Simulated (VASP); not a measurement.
## Ti: relaxation of shape and atoms at fixed volume with PBE+D3(BJ)

Ti:

```
Ti
1.0
     2.90563    0.00000    0.00000
    -1.45281    2.51635    0.00000
     0.00000    0.00000    4.59103
Ti
2
Direct
  0.33333 0.66667 0.25000
  0.66667 0.33333 0.75000
```

The cell isn't the ideal one: a relaxed cell with its volume scaled by 1.02.

- Program: VASP 6.6.1
- Task: relaxation of shape and atoms at fixed volume
- Functional: PBE
- Dispersion: D3(BJ)
- Potentials or basis: VASP PAW PBE potentials, release 64 (Ti_sv)
- Cutoff: 600 eV
- k mesh: 15 × 15 × 8
- Occupations: methfessel-paxton, width 0.1 eV
- Spin: no spin polarisation
- Further INCAR settings: ALGO = Normal; EDIFF = 1e-07; IBRION = 2; EDIFFG = -0.01; NSW = 40; ISIF = 4

```json
{"Pressure after relaxing": "-2.3 GPa", "Band gap on the k mesh": "none (metal or under the smearing width)", "Dispersion energy per atom": "-0.624 eV"}
```

Final structure:
```yaml
crystal:
  lattice:
    - [2.90563, 0.00000, 0.00000]
    - [-1.45281, 2.51635, 0.00000]
    - [0.00000, 0.00000, 4.59103]
  atoms:
    - { symbol: Ti, position: [0.33333, 0.66667, 0.25000] }
    - { symbol: Ti, position: [0.66667, 0.33333, 0.75000] }
```

Levels at points of the mesh, in eV from the Fermi level:
| k point | band 10 | band 11 | band 12 | band 13 | band 14 | band 15 |
| --- | --- | --- | --- | --- | --- | --- |
| (0.00, 0.00, 0.00) | -2.79 | 0.78 | 0.78 | 0.87 | 0.91 | 1.31 |
| (0.00, 0.00, 0.50) | -4.39 | 0.08 | 0.08 | 0.68 | 0.68 | 0.68 |

It took 60 s on 1 thread of Intel(R) Xeon(R) Platinum 8488C (Sapphire Rapids), on a shared host, peak memory 0.22 GiB.

Caveat: the relaxation stopped at its first step, so nothing moved; pairwise dispersion overbinds metals, which lowers pressure and volume.
